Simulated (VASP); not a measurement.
# Pt (Fm-3m) in VASP: further runs, part 2 of 2

VASP 6.6.1. Earlier steps stand in the parts before.

### Step 3. Electrostatic potential, revPBE+D3(BJ)

This run uses another cell than the first one, of 14.88 Å³/atom, 0.988 times its volume.

Input file INCAR:

```
SYSTEM = Pt
ALGO     = Fast           ! electronic algorithm
EDIFF    = 1E-6           ! SCF threshold, eV
ENCUT    = 520            ! plane-wave cutoff, eV
GGA      = RE             ! functional
ISIF     = 2              ! what is computed and relaxed
ISMEAR   = 1              ! smearing method
IVDW     = 12             ! dispersion correction
LASPH    = .TRUE.         ! aspherical terms in the spheres
LCHARG   = .TRUE.         ! write CHGCAR
LREAL    = .FALSE.        ! projectors in reciprocal space
LVHAR    = .TRUE.       
LWAVE    = .FALSE.        ! write WAVECAR
NELM     = 80             ! most SCF steps
PREC     = Accurate       ! precision mode
SIGMA    = 0.1            ! smearing width, eV
```

Input file KPOINTS:

```
k-points
0
G
  18 18 18
  0 0 0
```

Input file POSCAR:

```
Pt                                      
1.0
    0.0000000000      1.9520098609      1.9520098609
    1.9520098609      0.0000000000      1.9520098609
    1.9520098609      1.9520098609      0.0000000000
  Pt            
     1
Direct
     0.0000000000000000    0.0000000000000000    0.0000000000000000
```

Potentials or basis: VASP PAW PBE potentials, release 64 (Pt).

On the command line:

```sh
cat potpaw_PBE.64/Pt/POTCAR > POTCAR
mpirun -np 1 vasp_std > vasp.out
```

OUTCAR:

```text
SYSTEM = Pt
   EDIFF = 1E-6
   ENCUT = 520
   GGA = RE
   ISIF = 2
   ISMEAR = 1
   IVDW = 12
   LASPH = .TRUE.
   LREAL = .FALSE.
   NELM = 80
   PREC = Accurate
 IVDW          = 12

 ion  position               nearest neighbor table
   1  0.000  0.000  0.000-

  LATTYP: Found a face centered cubic cell.
 ALAT       =     3.9040197218

  Lattice vectors:

 A1 = (   0.0000000000,   1.9520098609,   1.9520098609)
 A2 = (   1.9520098609,   0.0000000000,   1.9520098609)
 A3 = (   1.9520098609,   1.9520098609,   0.0000000000)

Analysis of symmetry for initial positions (statically):
=====================================================================
 Subroutine PRICEL returns:
 Original cell was already a primitive cell.

 Routine SETGRP: Setting up the symmetry group for a
 face centered cubic supercell.

 Subroutine GETGRP returns: Found 48 space group operations
 (whereof 48 operations were pure point group operations)
 out of a pool of 48 trial point group operations.

The static configuration has the point symmetry O_h .

Analysis of symmetry for dynamics (positions and initial velocities):
=====================================================================
 Subroutine PRICEL returns:
 Original cell was already a primitive cell.

 Routine SETGRP: Setting up the symmetry group for a
 face centered cubic supercell.

 Subroutine GETGRP returns: Found 48 space group operations
 (whereof 48 operations were pure point group operations)
 out of a pool of 48 trial point group operations.

The dynamic configuration has the point symmetry O_h .

 Subroutine INISYM returns: Found 48 space group operations
 (whereof 48 operations are pure point group operations),
 and found     1 'primitive' translations

----------------------------------------------------------------------------------------

                                     Primitive cell

  volume of cell :      14.8757

  direct lattice vectors                    reciprocal lattice vectors
     0.000000000  1.952009861  1.952009861    -0.256146247  0.256146247  0.256146247
     1.952009861  0.000000000  1.952009861     0.256146247 -0.256146247  0.256146247
     1.952009861  1.952009861  0.000000000     0.256146247  0.256146247 -0.256146247

  length of vectors
     2.760558819  2.760558819  2.760558819     0.443658314  0.443658314  0.443658314

  position of ions in fractional coordinates (direct lattice)
     0.000000000  0.000000000  0.000000000

  ion indices of the primitive-cell ions
   primitive index   ion index
                 1           1

----------------------------------------------------------------------------------------

 KPOINTS: k-points

Automatic generation of k-mesh.
 Grid dimensions read from file:
 generate k-points for:   18   18   18

 Generating k-lattice:

  Cartesian coordinates                     Fractional coordinates (reciprocal lattice)
    -0.014230347  0.014230347  0.014230347     0.055555556  0.000000000  0.000000000
     0.014230347 -0.014230347  0.014230347     0.000000000  0.055555556  0.000000000
     0.014230347  0.014230347 -0.014230347     0.000000000  0.000000000  0.055555556

  Length of vectors
     0.024647684  0.024647684  0.024647684

  Shift w.r.t. Gamma in fractional coordinates (k-lattice)
     0.000000000  0.000000000  0.000000000

 Subroutine IBZKPT returns following result:
 ===========================================

 Found    195 irreducible k-points:

 Following reciprocal coordinates:
            Coordinates               Weight
  0.000000  0.000000  0.000000      1.000000
  0.055556  0.000000  0.000000      8.000000
  0.111111  0.000000  0.000000      8.000000
  0.166667  0.000000  0.000000      8.000000
  0.222222  0.000000  0.000000      8.000000
  0.277778  0.000000  0.000000      8.000000
[... 16 lines left out ...]
 -0.277778  0.055556  0.000000     24.000000
 -0.222222  0.055556  0.000000     24.000000
 [... further k-points ...]
   k-points           NKPTS =    195   k-points in BZ     NKDIM =    195   number of bands    NBANDS=      9
   number of dos      NEDOS =    301   number of ions     NIONS =      1
   total plane-waves  NPLWV =  13824
   dimension x,y,z NGX =    24 NGY =   24 NGZ =   24
   dimension x,y,z NGXF=    48 NGYF=   48 NGZF=   48
   ions per type =               1
   NGX,Y,Z   is equivalent  to a cutoff of  14.45, 14.45, 14.45 a.u.
   NGXF,Y,Z  is equivalent  to a cutoff of  28.91, 28.91, 28.91 a.u.
 SYSTEM =  Pt
   PREC   = accura    normal or accurate (medium, high low for compatibility)
   ISTART =      0    job   : 0-new  1-cont  2-samecut
   ICHARG =      2    charge: 1-file 2-atom 10-const
   ISPIN  =      1    spin polarized calculation?
   LNONCOLLINEAR =      F non collinear calculations
   LSORBIT =      F    spin-orbit coupling
   LASPH  =      T    aspherical Exc in radial PAW
   ENCUT  =  520.0 eV  38.22 Ry    6.18 a.u.   5.13  5.13  5.13*2*pi/ulx,y,z
   NELM   =     80;   NELMIN=  2; NELMDL= -5     # of ELM steps
   EDIFF  = 0.1E-05   stopping-criterion for ELM
   LREAL  =      F    real-space projection
   EDIFFG = 0.1E-04   stopping-criterion for IOM
   NSW    =      0    number of steps for IOM
   IBRION =     -1    ionic relax: 0-MD 1-quasi-New 2-CG
   NFREE  =      0    steps in history (QN), initial steepest desc. (CG)
   ISIF   =      2    stress and relaxation
   ISYM   =      2    0-nonsym 1-usesym 2-fastsym
   POTIM  = 0.5000    time-step for ionic-motion
   TEBEG  =    0.0;   TEEND  =   0.0 temperature during run
   PSTRESS=    0.0 pullay stress
   NELECT =      10.0000    total number of electrons
   NUPDOWN=      -1.0000    fix difference up-down
   EMIN   =  10.00;   EMAX   =-10.00  energy-range for DOS
   EFERMI =   0.00;   METHOD = LEGACY
   ISMEAR =     1;   SIGMA  =   0.10  broadening in eV -4-tet -1-fermi 0-gaus
   EFERMI_NEDOS =   21; number of points for ismear=-14 and -15
   IALGO  =     68    algorithm
   IMIX   =      4    mixing-type and parameters
     AMIX     =   0.40;   BMIX     =  1.00
     AMIX_MAG =   1.60;   BMIX_MAG =  1.00
  volume/ion in A,a.u.               =      14.88       100.39
  Fermi-wavevector in a.u.,A,eV,Ry     =   1.434111  2.710077 27.982761  2.056675
  Thomas-Fermi vector in A             =   2.553556
   LORBIT       =      0    0 simple, 1 ext, 2 COOP (PROOUT), +10 PAW based schemes
   GGA     = RE    functional components
   LHFCALC =     F    Hartree Fock is set to
   AEXX    =    0.0000 exact exchange contribution
   IVDW    =    12    specifies the selected vdW correction
   LEPSILON=     F    determine dielectric tensor
   LRPA    =     F    only Hartree local field effects (RPA)
 non-spin polarized calculation
 RMM-DIIS sequential band-by-band and
 Methfessel and Paxton  Order N= 1 SIGMA  =   0.10
  energy-cutoff  :      520.00
  volume of cell :       14.88
 maximum number of plane-waves:       412
 NGX is ok and might be reduce to    24
   NGX = 11   NGY = 11   NGZ = 11

 number of electron      10.0000000 magnetization

 number of electron       9.9999999 magnetization

 Free energy of the ion-electron system (eV)
  ---------------------------------------------------
  ext. energy  EPLUGINS =         0.00000000
  ---------------------------------------------------
  free energy    TOTEN  =        -5.52822165 eV

  energy without entropy =       -5.52753001  energy(sigma->0) =       -5.52799110

 E-fermi :  11.5919     XC(G=0): -13.5354

 val. band max:       11.5903916689   @ k =   0.3889   0.2778   0.0000
 cond. band min:      11.5929937993   @ k =  -0.3333   0.3889   0.1111
 fundamental gap:      0.0026021303
 Fermi energy:        11.5918754971

 k-point     1 :       0.0000    0.0000    0.0000
  band No.  band energies     occupation
      1       1.2399      2.00000
      2       7.7192      2.00000
      3       7.7192      2.00000
      4       7.7192      2.00000
      5       9.9160      2.00000
      6       9.9160      2.00000
      7      26.1708      0.00000
      8      31.2309      0.00000
      9      31.2309      0.00000
[... 265 lines left out ...]
 k-point    24 :      -0.2222    0.0556    0.0000
  band No.  band energies     occupation
      1       3.3060      2.00000
      2       7.2180      2.00000
      3       8.1162      2.00000
      4       8.1851      2.00000
      5       9.7161      2.00000
      6      10.4135      2.00000
      7      25.3607      0.00000
      8      28.1522      0.00000
      9      32.8142      0.00000

 [... further k-points ...]

------------------------ aborting loop because EDIFF is reached ----------------------------------------

 Edisp (eV)   -1.49137

 E8    (eV) :    -1.0675

  FORCE on cell =-STRESS in cart. coord.  units (eV):
  Direction    XX          YY          ZZ          XY          YZ          ZX
  --------------------------------------------------------------------------------------
  -------------------------------------------------------------------------------------
  Total      -0.01522    -0.01522    -0.01522     0.00000     0.00000     0.00000
  in kB      -1.63906    -1.63906    -1.63906     0.00000     0.00000     0.00000
  external pressure =       -1.64 kB  Pullay stress =        0.00 kB

 VOLUME and BASIS-vectors are now :
 -----------------------------------------------------------------------------
  energy-cutoff  :      520.00
  volume of cell :       14.88
      direct lattice vectors                 reciprocal lattice vectors
     0.000000000  1.952009861  1.952009861    -0.256146247  0.256146247  0.256146247
     1.952009861  0.000000000  1.952009861     0.256146247 -0.256146247  0.256146247
     1.952009861  1.952009861  0.000000000     0.256146247  0.256146247 -0.256146247

 POSITION                                       TOTAL-FORCE (eV/Angst)
 -----------------------------------------------------------------------------------
      0.00000      0.00000      0.00000         0.000000      0.000000      0.000000
 -----------------------------------------------------------------------------------
    total drift:                               -0.000000      0.000000     -0.000000

  FREE ENERGIE OF THE ION-ELECTRON SYSTEM (eV)
  ---------------------------------------------------
  free  energy   TOTEN  =        -7.0195943971 eV

  energy  without entropy=       -7.0189027630  energy(sigma->0) =       -7.01936385
```

Wall time 44 s (1 thread of Intel Xeon Platinum 8375C at 2.90GHz (Ice Lake), shared host); peak memory 0.17 GiB.

What came out:

* Free energy: -7.0196 eV
* Pressure: -0.2 GPa
* Band gap on the k mesh: none (metal or under the smearing width)
* Dispersion energy per atom: -1.491 eV

Levels at points of the mesh, in eV from the Fermi level:
| k point | band 1 | band 2 | band 3 | band 4 | band 5 | band 6 | band 7 | band 8 | band 9 |
| --- | --- | --- | --- | --- | --- | --- | --- | --- | --- |
| (0.00, 0.00, 0.00) | -10.35 | -3.87 | -3.87 | -3.87 | -1.68 | -1.68 | 14.58 | 19.64 | 19.64 |
| (0.50, 0.00, 0.00) | -7.46 | -3.94 | -3.94 | -0.52 | 0.04 | 0.04 | 5.97 | 14.16 | 19.08 |
| (0.50, 0.50, 0.00) | -7.23 | -6.76 | 0.00 | 0.50 | 0.50 | 1.77 | 9.06 | 11.45 | 11.45 |

Caveat: the PAW data sets were made with another functional, which shifts forces and pressure a little; pairwise dispersion overbinds metals, which lowers pressure and volume. Spin-orbit coupling is left out, which matters for the levels of Pt.
